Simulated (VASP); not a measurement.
# Y (P6_3/mmc) in VASP: a series of runs

Runs on Y. Level: PBEsol. Tasks: single point.

All numbers are computed with VASP 6.6.1; they aren't measurements. Logs are shortened: lines on timing, memory, paths and dates and some standing lists are left out, and cuts for length are marked.

### 1 The crystal as given

Symmetry: P6_3/mmc, No. 194, hexagonal system. The conventional cell has a = 3.647 Å, b = 3.647 Å, c = 5.731 Å, α = 90.00°, β = 90.00°, γ = 120.00°. Y (site symmetry -6m2) is surrounded by 12 Y at 3.56 to 3.65 Å.

### 2 Single point, PBEsol

INCAR reads:

```
SYSTEM = Y
PREC = Accurate ; ENCUT = 550
EDIFF = 1E-6 ; ISMEAR = -1
SIGMA = 0.15 ; LREAL = .FALSE.
LASPH = .TRUE. ; NELM = 100
ALGO = Normal ; ISIF = 2
LWAVE = .FALSE. ; LCHARG = .FALSE.
GGA = PS ; ADDGRID = .FALSE.
```

KPOINTS reads:

```
regular mesh
0
G
  7 7 4
  0 0 0
```

POSCAR reads:

```
Y
1.0
    3.6474000000      0.0000000000      0.0000000000
   -1.8237000000      3.1587410578      0.0000000000
    0.0000000000      0.0000000000      5.7306000000
Y
2
Direct
    0.6666666667      0.3333333333      0.7500000000
    0.3333333333      0.6666666667      0.2500000000
```

Potentials or basis: VASP PAW PBE potentials, release 64 (Y_sv).

On the command line:

```bash
$ cat potpaw_PBE.64/Y_sv/POTCAR > POTCAR
$ mpirun -np 1 vasp_std > vasp.out
```

OUTCAR:

```text
SYSTEM = Y
   PREC = Accurate
   ENCUT = 550
   EDIFF = 1E-6
   ISMEAR = -1
   LREAL = .FALSE.
   LASPH = .TRUE.
   NELM = 100
   ISIF = 2
   GGA = PS

 Found     24 irreducible k-points:

 Following reciprocal coordinates:
            Coordinates               Weight
  0.000000  0.000000  0.000000      1.000000
  0.142857 -0.000000  0.000000      6.000000
  0.285714 -0.000000  0.000000      6.000000
  0.428571 -0.000000  0.000000      6.000000
  0.142857  0.142857  0.000000      6.000000
  0.285714  0.142857  0.000000     12.000000
   k-points           NKPTS =     24   k-points in BZ     NKDIM =     24   number of bands    NBANDS=     15
   number of dos      NEDOS =    301   number of ions     NIONS =      2
   total plane-waves  NPLWV =  37632
   dimension x,y,z NGX =    28 NGY =   28 NGZ =   48
   dimension x,y,z NGXF=    56 NGYF=   56 NGZF=   96
   ions per type =               2
   NGX,Y,Z   is equivalent  to a cutoff of  12.76, 12.76, 13.92 a.u.
   NGXF,Y,Z  is equivalent  to a cutoff of  25.52, 25.52, 27.85 a.u.
 SYSTEM =  Y
   PREC   = accura    normal or accurate (medium, high low for compatibility)
   ISTART =      0    job   : 0-new  1-cont  2-samecut
   ICHARG =      2    charge: 1-file 2-atom 10-const
   ISPIN  =      1    spin polarized calculation?
   LNONCOLLINEAR =      F non collinear calculations
   LSORBIT =      F    spin-orbit coupling
   LASPH  =      T    aspherical Exc in radial PAW
   ENCUT  =  550.0 eV  40.42 Ry    6.36 a.u.   6.97  6.97 10.96*2*pi/ulx,y,z
   NELM   =    100;   NELMIN=  2; NELMDL= -5     # of ELM steps
   EDIFF  = 0.1E-05   stopping-criterion for ELM
   LREAL  =      F    real-space projection
   EDIFFG = 0.1E-04   stopping-criterion for IOM
   NSW    =      0    number of steps for IOM
   IBRION =     -1    ionic relax: 0-MD 1-quasi-New 2-CG
   NFREE  =      0    steps in history (QN), initial steepest desc. (CG)
   ISIF   =      2    stress and relaxation
   ISYM   =      2    0-nonsym 1-usesym 2-fastsym
   POTIM  = 0.5000    time-step for ionic-motion
   TEBEG  =    0.0;   TEEND  =   0.0 temperature during run
   PSTRESS=    0.0 pullay stress
   NELECT =      22.0000    total number of electrons
   NUPDOWN=      -1.0000    fix difference up-down
   EMIN   =  10.00;   EMAX   =-10.00  energy-range for DOS
   EFERMI =   0.00;   METHOD = LEGACY
   ISMEAR =    -1;   SIGMA  =   0.15  broadening in eV -4-tet -1-fermi 0-gaus
   EFERMI_NEDOS =   21; number of points for ismear=-14 and -15
   IALGO  =     38    algorithm
   IMIX   =      4    mixing-type and parameters
     AMIX     =   0.40;   BMIX     =  1.00
     AMIX_MAG =   1.60;   BMIX_MAG =  1.00
  volume/ion in A,a.u.               =      33.01       222.77
  Fermi-wavevector in a.u.,A,eV,Ry     =   1.134967  2.144777 17.526345  1.288150
  Thomas-Fermi vector in A             =   2.271671
   LORBIT       =      0    0 simple, 1 ext, 2 COOP (PROOUT), +10 PAW based schemes
   GGA     = PS    functional components
   LHFCALC =     F    Hartree Fock is set to
   AEXX    =    0.0000 exact exchange contribution
   IVDW    =     0    specifies the selected vdW correction
   LEPSILON=     F    determine dielectric tensor
   LRPA    =     F    only Hartree local field effects (RPA)
 non-spin polarized calculation
  energy-cutoff  :      550.00
  volume of cell :       66.02
 maximum number of plane-waves:      1946
 NGX is ok and might be reduce to    28
   NGX = 13   NGY = 13   NGZ = 21

 number of electron      22.0000001 magnetization

 Free energy of the ion-electron system (eV)
  ---------------------------------------------------
  ext. energy  EPLUGINS =         0.00000000
  ---------------------------------------------------
  free energy    TOTEN  =       -13.75188864 eV

  energy without entropy =      -13.50240014  energy(sigma->0) =      -13.62714439

 E-fermi :   2.8653     XC(G=0):  -9.5134

 val. band max:        2.8435669953   @ k =   0.4286  -0.0000   0.2500
 cond. band min:       2.9009104680   @ k =   0.2857   0.2857   0.5000
 fundamental gap:      0.0573434727
 Fermi energy:         2.8653248369

 k-point     1 :       0.0000    0.0000    0.0000
  band No.  band energies     occupation
      1     -39.7443      2.00000
      2     -39.6721      2.00000
      3     -20.0405      2.00000
      4     -19.5634      2.00000
      5     -19.5634      2.00000
      6     -19.4750      2.00000
      7     -19.4750      2.00000
      8     -19.4486      2.00000
      9      -1.8333      2.00000
     10       0.9967      1.99999
     11       3.7359      0.00601
     12       4.6019      0.00002
     13       4.6019      0.00002
     14       4.8843      0.00000
     15       5.1997      0.00000

 k-point     2 :       0.1429   -0.0000    0.0000
  band No.  band energies     occupation
      1     -39.7346      2.00000
      2     -39.6688      2.00000
      3     -20.0053      2.00000
      4     -19.6335      2.00000
      5     -19.5869      2.00000
      6     -19.5480      2.00000
      7     -19.4845      2.00000
      8     -19.4655      2.00000
      9      -1.4091      2.00000
     10       1.3860      1.99990
     11       3.3344      0.08401
     12       3.8614      0.00261
     13       4.7736      0.00001
     14       5.0009      0.00000
     15       5.1804      0.00000

 k-point     3 :       0.2857   -0.0000    0.0000
  band No.  band energies     occupation
      1     -39.7113      2.00000
      2     -39.6627      2.00000
      3     -19.9139      2.00000
      4     -19.7920      2.00000
      5     -19.7030      2.00000
      6     -19.6364      2.00000
      7     -19.5154      2.00000
      8     -19.5083      2.00000
      9      -0.3077      2.00000
     10       2.0249      1.99265
     11       2.6009      1.70713
     12       3.1031      0.34007
     13       4.3227      0.00012
     14       4.6022      0.00002
     15       4.7148      0.00001

 k-point     4 :       0.4286   -0.0000    0.0000
  band No.  band energies     occupation
      1     -39.6893      2.00000
      2     -39.6612      2.00000
      3     -19.9194      2.00000
      4     -19.8199      2.00000
      5     -19.8122      2.00000
      6     -19.6741      2.00000
      7     -19.5837      2.00000
      8     -19.5289      2.00000
      9       0.9044      2.00000
     10       1.8112      1.99823
     11       2.1162      1.98654
     12       2.8109      1.17958
     13       4.2790      0.00016
     14       4.3691      0.00009
     15       4.7842      0.00001

 k-point     5 :       0.1429    0.1429    0.0000
  band No.  band energies     occupation
      1     -39.7181      2.00000
      2     -39.6641      2.00000
      3     -19.9417      2.00000
      4     -19.7205      2.00000
      5     -19.6974      2.00000
      6     -19.5970      2.00000
      7     -19.5192      2.00000
      8     -19.4992      2.00000
      9      -0.6348      2.00000
     10       1.9964      1.99392
     11       2.8195      1.15146
     12       3.1727      0.22830
     13       4.3481      0.00010
     14       4.5167      0.00003
     15       5.0433      0.00000

 k-point     6 :       0.2857    0.1429    0.0000
  band No.  band energies     occupation
      1     -39.6948      2.00000
      2     -39.6609      2.00000
      3     -19.8544      2.00000
      4     -19.8401      2.00000
      5     -19.7887      2.00000
      6     -19.6738      2.00000
      7     -19.5633      2.00000
      8     -19.5616      2.00000
      9       0.6085      2.00000
     10       2.2456      1.96839
     11       2.3068      1.95284
     12       2.7516      1.36190
     13       4.0928      0.00056
     14       4.4753      0.00004
     15       4.5447      0.00003

 [... further k-points ...]

------------------------ aborting loop because EDIFF is reached ----------------------------------------

  FORCE on cell =-STRESS in cart. coord.  units (eV):
  Direction    XX          YY          ZZ          XY          YZ          ZX
  --------------------------------------------------------------------------------------
  -------------------------------------------------------------------------------------
  Total       -0.7784293     -0.7784293     -0.8512769      0.0000000      0.0000000      0.0000000
  in kB      -18.8900115    -18.8900115    -20.6577930      0.0000000      0.0000000      0.0000000
  external PRESSURE =     -19.4792720 kB  Pullay stress =       0.0000000 kB

 VOLUME and BASIS-vectors are now :
 -----------------------------------------------------------------------------
  energy-cutoff  :      550.00
  volume of cell :       66.02
      direct lattice vectors                 reciprocal lattice vectors
     3.647400000  0.000000000  0.000000000     0.274167900  0.158290911  0.000000000
    -1.823700000  3.158741058  0.000000000     0.000000000  0.316581822  0.000000000
     0.000000000  0.000000000  5.730600000     0.000000000  0.000000000  0.174501797

 POSITION                                       TOTAL-FORCE (eV/Angst)
 -----------------------------------------------------------------------------------
      1.82370      1.05291      4.29795        -0.000000      0.000000      0.000000
     -0.00000      2.10583      1.43265         0.000000     -0.000000      0.000000
 -----------------------------------------------------------------------------------
    total drift:                               -0.000000      0.000000     -0.000000

  FREE ENERGIE OF THE ION-ELECTRON SYSTEM (eV)
  ---------------------------------------------------
  free  energy   TOTEN  =       -13.7518886426 eV

  energy  without entropy=      -13.5024001429  energy(sigma->0) =      -13.62714439
```

Wall time 21 s (1 thread of Intel Xeon Platinum 8488C (Sapphire Rapids), shared host); peak memory 0.2 GiB.

These settings aren't checked as converged: the numbers below hold their error.

Results:

```
Free energy            : -13.7519 eV
Pressure               : -1.9 GPa
Band gap on the k mesh : none (metal or under the smearing width)
```

Caveat: the PAW data sets were made with another functional, which shifts forces and pressure a little.

### 3 Single point, PBEsol

INCAR: that of step 2 with these lines changed.

```diff
@@ -1,3 +1,3 @@
 SYSTEM = Y
-PREC = Accurate ; ENCUT = 550
+PREC = Accurate ; ENCUT = 350
 EDIFF = 1E-6 ; ISMEAR = -1
```

KPOINTS reads:

```
regular mesh
0
G
  9 9 5
  0 0 0
```

POSCAR is that of step 2.

Potentials or basis: VASP PAW PBE potentials, release 64 (Y_sv).

On the command line:

```bash
$ cat potpaw_PBE.64/Y_sv/POTCAR > POTCAR
$ mpirun -np 1 vasp_std > vasp.out
```

Run time: 18 s. Hardware: 1 thread of Intel Xeon Platinum 8488C (Sapphire Rapids), shared host; peak memory 0.16 GiB.

The run converged, but some of its settings lie outside the range that counts as converged, so its numbers aren't taken as properties of the crystal.

Results:

| Item | Value |
| --- | --- |
| Free energy | -13.7494 eV |
| Pressure | -2.0 GPa |
| Band gap on the k mesh | none (metal or under the smearing width) |

Caveat: the PAW data sets were made with another functional, which shifts forces and pressure a little.

### 4 Single point, PBEsol

INCAR: that of step 3 with these lines changed.

```diff
@@ -1,3 +1,3 @@
 SYSTEM = Y
-PREC = Accurate ; ENCUT = 350
+PREC = Accurate ; ENCUT = 300
 EDIFF = 1E-6 ; ISMEAR = -1
```

KPOINTS reads:

```
regular mesh
0
G
  10 10 6
  0 0 0
```

POSCAR is that of step 3.

On the command line:

```bash
$ cat potpaw_PBE.64/Y_sv/POTCAR > POTCAR
$ mpirun -np 1 vasp_std > vasp.out
```

It took 16 s on 1 thread of Intel Xeon Platinum 8488C (Sapphire Rapids), shared host; peak memory 0.16 GiB.

The run converged, but some of its settings lie outside the range that counts as converged, so its numbers aren't taken as properties of the crystal.

Results:

- Free energy: -13.7447 eV
- Pressure: -2.1 GPa
- Band gap on the k mesh: none (metal or under the smearing width)

Caveat: the PAW data sets were made with another functional, which shifts forces and pressure a little.

### 5 The reference run

An earlier run on the cell as given: functional PBE; potentials or basis VASP PAW PBE potentials, release 64 (Y_sv); cutoff 520 eV; k mesh 8 × 8 × 5; occupations fermi-dirac, width 0.05 eV; no spin polarisation.

* Pressure: -0.2 GPa
* Band gap on the k mesh: none (metal or under the smearing width)
